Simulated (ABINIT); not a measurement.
Set up this calculation in ABINIT 10.8.3 (patched build), as the native input.

- Task: equation of state
- Functional: PBE
- Dispersion: D3(BJ)
- Potentials or basis: JTH PAW PBE v2.0
- Cutoff: 707 eV
- k mesh: 10 × 10 × 10
- Occupations: fermi-dirac, width 0.05 eV
- Spin: no spin polarisation
- Fine-grid cutoff: 1306.15 eV

HfN:

```
Hf N
1.0
     0.00000    2.25600    2.25600
     2.25600    0.00000    2.25600
     2.25600    2.25600    0.00000
Hf N
1 1
Cartesian
  0.0000 0.0000 0.0000
  2.2560 2.2560 2.2560
```

One way to write it, as run:

run.abi

```
# Datasets: one volume each
ndtset 7
getwfk -1
scalecart1 3*0.9795861087
scalecart2 3*0.9864848297
scalecart3 3*0.9932883884
scalecart4 3*1.0000000000
scalecart5 3*1.0066227096
scalecart6 3*1.0131594038
scalecart7 3*1.0196128224

# Pseudopotentials
pp_dirpath "./"
pseudos "Hf.GGA_PBE-JTH.xml, N.GGA_PBE-JTH.xml"

# Structure
acell 3*1.0 Angstrom
rprim
     0.0000000000     2.2560000000     2.2560000000
     2.2560000000     0.0000000000     2.2560000000
     2.2560000000     2.2560000000     0.0000000000
ntypat 2
znucl 72 7
natom 2
typat 1 2
xred
     0.0000000000     0.0000000000     0.0000000000
     0.5000000000     0.5000000000     0.5000000000

# Plane-wave basis
ecut 26.0
pawecutdg 48.0
pawxcdev 0

# k points
kptopt 1
ngkpt 10 10 10
nshiftk 1
shiftk 0.0 0.0 0.0

# Exchange and correlation
ixc 11
vdw_xc 7

# Bands and occupations
nband 13
occopt 3
tsmear 0.05 eV

# SCF cycle
nstep 100
tolvrs 1.0e-9

# Output
iomode 3
prtwf 1
prtden 0
prteig 0
prtebands 0
enunit 1
```

Potentials or basis: JTH PAW PBE v2.0.

Command:

```sh
$ abinit run.abi > log 2>&1
```

It gave:

- Equilibrium volume: 11.46 Å³/atom
- Bulk modulus: 281 GPa
- Pressure derivative of the bulk modulus: 4.3

Caveat: pressures at fixed basis lie under the slope of the energies.

Wall time 2.6 min on 1 thread of Arm Neoverse V1, with other jobs on the host, peak memory 0.16 GiB.
